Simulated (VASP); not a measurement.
# Si (P2_12_12_1) in VASP: a series of runs, part 2 of 2

VASP 6.6.1. The steps go on from the part before.

## (3) Single point, PBE (mode 4 frozen in at -0.059 Å, equal normal strain along x, y and z -0.0167)

INCAR reads:

```
ALGO = Fast
EDIFF = 1E-6
ENCUT = 520
GGA = PE
ISIF = 2
ISMEAR = 0
LASPH = T
LCHARG = F
LREAL = F
LWAVE = F
NBANDS = 16
NELM = 100
PREC = Accurate
SIGMA = 0.05
```

KPOINTS reads:

```
k-points
0
Gamma
  8 8 6
```

POSCAR reads:

```
Si
1.0
    0.0000000000     -2.6890902545     -2.6890902545
    0.0000000000      2.6890902545     -2.6890902545
    5.3781805090      0.0000000000      0.0000000000
Si
4
Direct
    0.5039640536      0.5145972412      0.0000000000
   -0.0039640536     -0.0145972412      0.5000000000
    1.0039640536      0.4854027588      0.2500000000
    0.4960359464      0.0145972412      0.7500000000
```

Potentials or basis: VASP PAW PBE potentials, release 64 (Si).

On the command line:

```sh
$ cat potpaw_PBE.64/Si/POTCAR > POTCAR
$ mpirun -np 1 vasp_std > vasp.out
```

OUTCAR:

```text
EDIFF = 1E-6
   ENCUT = 520
   GGA = PE
   ISIF = 2
   ISMEAR = 0
   LASPH = T
   LREAL = F
   NELM = 100
   PREC = Accurate

 ion  position               nearest neighbor table
   1  0.504  0.515  0.000-   4 2.33   4 2.33   3 2.33   3 2.33
   2  0.996  0.985  0.500-   3 2.33   3 2.33   4 2.33   4 2.33
   3  0.004  0.485  0.250-   2 2.33   2 2.33   1 2.33   1 2.33
   4  0.496  0.015  0.750-   1 2.33   1 2.33   2 2.33   2 2.33

  LATTYP: Found a simple tetragonal cell.
 ALAT       =     3.8029479084
 C/A-ratio  =     1.4142135624

  Lattice vectors:

 A1 = (   0.0000000000,  -2.6890902545,  -2.6890902545)
 A2 = (   0.0000000000,   2.6890902545,  -2.6890902545)
 A3 = (   5.3781805090,   0.0000000000,   0.0000000000)

Analysis of symmetry for initial positions (statically):
=====================================================================
 Subroutine PRICEL returns:
 Original cell was already a primitive cell.

 Routine SETGRP: Setting up the symmetry group for a
 simple tetragonal supercell.

 Subroutine GETGRP returns: Found  4 space group operations
 (whereof  1 operations were pure point group operations)
 out of a pool of 16 trial point group operations.

The static configuration has the point symmetry C_1 .
 The point group associated with its full space group is D_2 .

Analysis of symmetry for dynamics (positions and initial velocities):
=====================================================================
 Subroutine PRICEL returns:
 Original cell was already a primitive cell.

 Routine SETGRP: Setting up the symmetry group for a
 simple tetragonal supercell.

 Subroutine GETGRP returns: Found  4 space group operations
 (whereof  1 operations were pure point group operations)
 out of a pool of 16 trial point group operations.
[... 119 lines left out ...]
   EMIN   =  10.00;   EMAX   =-10.00  energy-range for DOS
   EFERMI =   0.00;   METHOD = LEGACY
   ISMEAR =     0;   SIGMA  =   0.05  broadening in eV -4-tet -1-fermi 0-gaus
   EFERMI_NEDOS =   21; number of points for ismear=-14 and -15
   IALGO  =     68    algorithm
   IMIX   =      4    mixing-type and parameters
     AMIX     =   0.40;   BMIX     =  1.00
     AMIX_MAG =   1.60;   BMIX_MAG =  1.00
  volume/ion in A,a.u.               =      19.45       131.22
  Fermi-wavevector in a.u.,A,eV,Ry     =   0.966398  1.826228 12.706828  0.933925
  Thomas-Fermi vector in A             =   2.096196
   LORBIT       =      0    0 simple, 1 ext, 2 COOP (PROOUT), +10 PAW based schemes
   GGA     = PE    functional components
   LHFCALC =     F    Hartree Fock is set to
   AEXX    =    0.0000 exact exchange contribution
   IVDW    =     0    specifies the selected vdW correction
   LEPSILON=     F    determine dielectric tensor
   LRPA    =     F    only Hartree local field effects (RPA)
 non-spin polarized calculation
 RMM-DIIS sequential band-by-band and
 Gauss-broadening in eV      SIGMA  =   0.05
  energy-cutoff  :      520.00
  volume of cell :       77.78
 maximum number of plane-waves:      2116
   NGX = 15   NGY = 15   NGZ = 19

 number of electron      16.0000001 magnetization

 Free energy of the ion-electron system (eV)
  ---------------------------------------------------
  ext. energy  EPLUGINS =         0.00000000
  ---------------------------------------------------
  free energy    TOTEN  =       -21.62630308 eV

  energy without entropy =      -21.62630308  energy(sigma->0) =      -21.62630308

 E-fermi :   6.3903     XC(G=0):  -9.5265

 val. band max:        6.1370795905   @ k =   0.0000   0.0000   0.0000
 cond. band min:       6.6747543319   @ k =   0.0000   0.0000   0.1667
 fundamental gap:      0.5376747415
 Fermi energy:         6.3903204544

 k-point     1 :       0.0000    0.0000    0.0000
  band No.  band energies     occupation
      1      -6.0325      2.00000
      2      -1.7846      2.00000
      3      -1.7736      2.00000
      4       3.2025      2.00000
      5       3.2105      2.00000
      6       6.0448      2.00000
[... 433 lines left out ...]
      3      -0.7551      2.00000
      4      -0.7551      2.00000
      5       3.0316      2.00000
      6       3.0316      2.00000
[... 8 lines left out ...]
     15      15.5281      0.00000
     16      15.5281      0.00000

 [... further k-points ...]
[... 5 lines left out ...]
  --------------------------------------------------------------------------------------
  -------------------------------------------------------------------------------------
  Total        2.3011453      2.3391249      2.3391249      0.0000000     -0.0377984      0.0000000
  in kB       47.4000177     48.1823371     48.1823371      0.0000000     -0.7785881      0.0000000
  external PRESSURE =      47.9215639 kB  Pullay stress =       0.0000000 kB

 VOLUME and BASIS-vectors are now :
 -----------------------------------------------------------------------------
  energy-cutoff  :      520.00
  volume of cell :       77.78
      direct lattice vectors                 reciprocal lattice vectors
     0.000000000 -2.689090254 -2.689090254     0.000000000 -0.185936489 -0.185936489
     0.000000000  2.689090254 -2.689090254     0.000000000  0.185936489 -0.185936489
     5.378180509  0.000000000  0.000000000     0.185936489  0.000000000  0.000000000

 POSITION                                       TOTAL-FORCE (eV/Angst)
 -----------------------------------------------------------------------------------
      0.00000      0.02859     -2.73900         0.029577     -0.052307      0.088886
      2.68909     -0.02859     -5.32827         0.029577      0.052307     -0.088886
      1.34455      1.29463     -1.31595        -0.029577      0.088886     -0.052307
      4.03364     -1.29463     -1.37314        -0.029577     -0.088886      0.052307
 -----------------------------------------------------------------------------------
    total drift:                                0.000000     -0.000000      0.000000

  FREE ENERGIE OF THE ION-ELECTRON SYSTEM (eV)
  ---------------------------------------------------
  free  energy   TOTEN  =       -21.6263030823 eV

  energy  without entropy=      -21.6263030823  energy(sigma->0) =      -21.62630308
```

OSZICAR:

```text
N       E                     dE             d eps       ncg     rms          rms(c)
DAV:   1     0.257321455506E+02    0.25732E+02   -0.60210E+03  3200   0.823E+02
DAV:   2    -0.202273621298E+02   -0.45960E+02   -0.41795E+02  4472   0.121E+02
DAV:   3    -0.220013168898E+02   -0.17740E+01   -0.17641E+01  4264   0.224E+01
DAV:   4    -0.220205342031E+02   -0.19217E-01   -0.19214E-01  3960   0.305E+00
DAV:   5    -0.220208575404E+02   -0.32334E-03   -0.32331E-03  4240   0.370E-01    0.716E+00
RMM:   6    -0.217454135812E+02    0.27544E+00   -0.11198E-01  3213   0.148E+00    0.436E+00
RMM:   7    -0.216230155792E+02    0.12240E+00   -0.25714E-01  3449   0.239E+00    0.287E-01
RMM:   8    -0.216256643005E+02   -0.26487E-02   -0.16370E-02  3436   0.745E-01    0.111E-01
RMM:   9    -0.216261557431E+02   -0.49144E-03   -0.31110E-03  3668   0.305E-01    0.113E-01
RMM:  10    -0.216262601161E+02   -0.10437E-03   -0.50403E-04  3614   0.141E-01    0.560E-02
RMM:  11    -0.216263027239E+02   -0.42608E-04   -0.17295E-04  3651   0.833E-02    0.656E-03
RMM:  12    -0.216263022229E+02    0.50103E-06   -0.31626E-05  3844   0.377E-02    0.189E-02
RMM:  13    -0.216263030823E+02   -0.85944E-06   -0.65508E-06  3576   0.158E-02
   1 F= -.21626303E+02 E0= -.21626303E+02  d E =-.862556E-15
```

Run time: 32 s. Hardware: 1 thread of Intel Xeon 6975P-C (Granite Rapids), shared host; peak memory 0.22 GiB.

What came out:

```
Free energy            : -21.6263 eV
Pressure               : 4.8 GPa
Largest force          : 0.107 eV/Å
Band gap on the k mesh : 0.54 eV
```

Forces in eV/Å, atoms in the order of the input:
```
Si   0.030 -0.052  0.089
Si   0.030  0.052 -0.089
Si  -0.030  0.089 -0.052
Si  -0.030 -0.089  0.052
```

Stress tensor (GPa, compression positive):
```
 4.74  0.00  0.00
 0.00  4.82 -0.08
 0.00 -0.08  4.82
```

Levels at points of the mesh, in eV from the valence-band top:
```
           k point  band 6  band 7  band 8  band 9  band 10  band 11
(0.00, 0.00, 0.00)   -0.09    0.00    0.00    0.65     0.72     2.56
(0.50, 0.00, 0.00)   -3.87   -1.37   -1.37    2.45     2.45     4.83
(0.00, 0.50, 0.00)   -3.87   -1.36   -1.36    2.46     2.46     4.83
(0.50, 0.50, 0.00)   -2.93   -2.93   -2.93    0.63     0.63     0.63
(0.00, 0.00, 0.50)   -1.95   -1.94   -1.94    1.09     1.09     3.09
(0.50, 0.00, 0.50)   -1.24   -1.22   -1.22    1.63     1.63     3.31
(0.00, 0.50, 0.50)   -1.23   -1.22   -1.22    1.62     1.62     3.31
(0.50, 0.50, 0.50)   -3.98   -3.98   -3.98    4.24     4.24     4.24
```
